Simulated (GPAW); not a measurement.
The system is TePt.

```xyz
4
Lattice="4.2629 0.0000 0.0000 -2.1314 3.6918 0.0000 0.0000 0.0000 5.6618" Properties=species:S:1:pos:R:3 pbc="T T T"
Pt    0.0000    0.0000    0.0000
Pt    0.0000    0.0000    2.8309
Te    0.0000    2.4612    1.4154
Te    2.1314    1.2306    4.2463
```

Measurements of this composition are mostly on another form, of space group No. 166.

- Program: GPAW 26.7.0
- Task: relaxation of cell and atoms
- Functional: PBEsol
- Potentials or basis: PAW data sets generated in the run's folder for this functional
- Cutoff: 600 eV
- Basis: pw
- k mesh: 5 × 5 × 3
- Occupations: fermi-dirac, width 0.05 eV
- Spin: no spin polarisation

At the start: pressure -5.6 GPa; volume 22.28 Å³/atom.

**Question.** How do energy, volume and symmetry change on relaxing?

**Answer.** Over 4 steps the energy falls by 18.7 meV/atom and the volume is 21.27 Å³/atom (-4.5 %); space group P6_3/mmc (No. 194, to 0.05 Å).

Step by step:
```
step  energy change (eV)  largest force (eV/Å)  pressure (GPa)  volume (Å³)
   1              0.0000                0.0000           -5.64        89.10
   2             -0.0242                0.0000           -4.72        88.36
   3             -0.0746                0.0000            0.41        84.82
   4             -0.0749                0.0000           -0.03        85.09
```

Final structure:
```
Pt Te
1.0
     4.19868    0.00000    0.00000
    -2.09934    3.63617    0.00000
     0.00000    0.00000    5.57337
Pt Te
2 2
Direct
  0.00000 0.00000 0.00000
  0.00000 0.00000 0.50000
  0.33333 0.66667 0.25000
  0.66667 0.33333 0.75000
```

Caveat: the k mesh is coarse (spacing up to 0.37 Å⁻¹), so the values aren't converged; later steps reuse the first step's grids.
